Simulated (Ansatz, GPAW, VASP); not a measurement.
# One calculation of Al2O3, 3 ways

```
Al O
1.0
     4.61378    0.00000    0.00000
     0.00000    9.56328    0.00000
     0.00000    0.00000    3.11986
Al O
4 6
Cartesian
  4.5352 7.8856 0.0000
  0.0785 1.6777 0.0000
  2.2283 6.4593 1.5599
  2.3854 3.1040 1.5599
  2.3069 4.7816 1.5599
  0.5704 7.2016 1.5599
  1.7365 2.4200 0.0000
  2.8773 7.1433 0.0000
  0.0000 0.0000 0.0000
  4.0434 2.3617 1.5599
```

Measurements of this composition are mostly on another form, of space group No. 167.

Alike in all runs: task band structure; functional LDA; k mesh 5 × 3 × 7; occupations fermi-dirac, width 0.05 eV; no spin polarisation; no spin-orbit coupling. LDA stands for any of its common fits. Pressure is positive in compression and, in plane waves, holds the error of the finite cutoff, which Ansatz's Pulay term estimates and takes out. Gaps are the smaller of the mesh's and the band path's.

```json
{"program and potentials": "Ansatz, Ansatz PAW", "plane-wave cutoff (eV)": "420", "notes": "potentials made for PBE, which Ansatz adapts in part; Pulay term of +0.72 GPa included", "band gap (eV)": "3.36", "pressure (GPa)": "-6.51", "largest force (eV/Å)": "0.203"}
{"program and potentials": "GPAW, the program's PAW data sets (release 1.2.1) made for this functional", "plane-wave cutoff (eV)": "800", "notes": "-", "band gap (eV)": "3.40", "pressure (GPa)": "-4.71", "largest force (eV/Å)": "0.174"}
{"program and potentials": "VASP, LDA PAW files Al, O, 520 eV", "plane-wave cutoff (eV)": "520", "notes": "-", "band gap (eV)": "3.35", "pressure (GPa)": "-5.86", "largest force (eV/Å)": "0.194"}
```

Force on atom 6 (O), eV/Å:

| program and potentials | x | y | z |
| --- | --- | --- | --- |
| Ansatz, Ansatz PAW | 0.201 | 0.026 | 0.000 |
| GPAW, the program's PAW data sets (release 1.2.1) made for this functional | 0.173 | -0.017 | 0.000 |
| VASP, LDA PAW files Al, O, 520 eV | 0.193 | 0.016 | 0.000 |

The band gap spans 3.35 (VASP, LDA PAW files Al, O, 520 eV) to 3.40 eV (GPAW, the program's PAW data sets (release 1.2.1) made for this functional). The pressure spans -6.51 (Ansatz, Ansatz PAW) to -4.71 GPa (GPAW, the program's PAW data sets (release 1.2.1) made for this functional).

Differences between rows come from potentials, basis sets and numerical settings, since the functional is the same but for its coding. Runs on potential files found faulty are left out.
